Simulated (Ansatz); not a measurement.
# A series in volume scale on Ca

Results calculated with Ansatz 0.2.0, not measured. Plane-wave DFT, scalar-relativistic PAW made under PBE with cores redone for the functional, no dispersion; the given relaxed cell is scaled uniformly, energy at zero smearing counts from the unscaled cell, pressure at the given Fermi-Dirac smearing is positive in compression.

The cell before it is scaled or strained (space group Fd-3m, No. 227):
```
CELL_PARAMETERS angstrom
0.00000 4.36830 4.36830
4.36830 0.00000 4.36830
4.36830 4.36830 0.00000
ATOMIC_POSITIONS crystal
Ca 0.12500 0.12500 0.12500
Ca 0.87500 0.87500 0.87500
```

Settings of every row: spin polarised no; functional revPBE; wave cutoff 420 eV; smearing width 0.1 eV; k mesh 7x7x7.

Atom starting moment: 0 on all atoms.

Limits: the cell comes from a prototype or a list of computed structures and needn't be the stable phase.

| row | volume scale | V (Å³/atom) | pressure (GPa) | energy change per atom (meV) |
| --- | --- | --- | --- | --- |
| 1 | 0.88 | 73.353 | 0.63 | 21.08 |
| 2 | 0.92 | 76.688 | 0.4 | 9.83 |
| 3 | 0.96 | 80.022 | 0.21 | 2.99 |
| 4 | 1.04 | 86.69 | ? | ? |
| 5 | 1.08 | 90.025 | -0.23 | 3.49 |
| 6 | 1.12 | 93.359 | -0.33 | 9.04 |

Question: what pressure and energy change per atom should row 4 give?

Worked fit of pressure. Take u = (V_r/V)^(2/3) − 1 with V_r = 80.022 Å³ an atom, which is twice the finite (Eulerian) strain; such expansions in the strain, on which the Birch-Murnaghan equation of state is built, carry the rest volume and the bulk modulus. The shown rows have u = 0.05973, 0.02878, 0, -0.07552, -0.09766. Least squares give pressure = 0.207 + 6.49 × u + 9.9 × u² GPa; a straight line predicts inner rows, each left out in turn, worse (root mean square 0.026 against 0.006 GPa). All shown rows lie on it to the printed digit. The pressure vanishes at u = -0.0336, or V = 84.23 Å³ an atom, and there the bulk modulus at fixed shape and fractions is B = −V dP/dV = (2/3)(1 + u) dP/du = 3.75 GPa. The withheld row has u = -0.05196, so the fit gives 0.207 + 6.49 × (-0.05196) + 9.9 × (-0.05196)² = -0.10 GPa.

The calculation gave -0.11 GPa. The fit lies 0.01 GPa (1 % of the column's range) above it, one unit of the last digit.

Worked fit of energy change per atom. Take u = (V_r/V)^(2/3) − 1 with V_r = 80.022 Å³ an atom, which is twice the finite (Eulerian) strain; such expansions in the strain, on which the Birch-Murnaghan equation of state is built, carry the rest volume and the bulk modulus. The shown rows have u = 0.05973, 0.02878, 0, -0.07552, -0.09766. Least squares give energy change per atom = 2.988 + 165.91 × u + 2318.9 × u² meV; a straight line predicts inner rows, each left out in turn, worse (root mean square 6.1 against 0.23 meV). The rows lie off it by -0.09, 0.15, 0.00, -0.19, 0.14 (root mean square 0.13 meV). The withheld row has u = -0.05196, so the fit gives 2.988 + 165.91 × (-0.05196) + 2318.9 × (-0.05196)² = 0.63 meV.

The calculation gave 0.33 meV. The fit lies 0.30 meV (91 % of the value, 1.4 % of the column's range) above it; its largest miss of a shown row is 0.19 meV.
